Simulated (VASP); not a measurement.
Ir, 1 atom in the cell. The structure is cubic, space group Fm-3m (No. 225). The conventional cell has a = 3.831 Å, b = 3.831 Å, c = 3.831 Å, α = 90.00°, β = 90.00°, γ = 90.00°. Ir (site symmetry m-3m) is surrounded by 12 Ir at 2.71 Å. 

```yaml
Program: VASP 6.6.1
Task: relaxation of cell and atoms
Functional: PBE
Potentials_or_basis: VASP PAW PBE potentials, release 64 (Ir)
Cutoff: 600 eV
k_mesh: 18 × 18 × 18
Occupations: gaussian, width 0.1 eV
Spin: no spin polarisation
Further_INCAR_settings: ALGO = Fast; EDIFF = 1e-07; IBRION = 2; EDIFFG = -0.004; NSW = 80; ISIF = 3
```

Potentials or basis: VASP PAW PBE potentials, release 64 (Ir).

The run is started by

```console
$ cat potpaw_PBE.64/Ir/POTCAR > POTCAR
$ mpirun -np 1 vasp_std > vasp.out
```

Hardware: 1 thread of Intel(R) Xeon(R) Platinum 8488C (Sapphire Rapids), with other jobs on the host.

How long does it take, and how much memory?

Run time: 52 s on 1 thread of Intel(R) Xeon(R) Platinum 8488C (Sapphire Rapids) (shared host), peak memory 0.18 GiB. Counts: scf iterations 48, k points 195, ion steps 4.
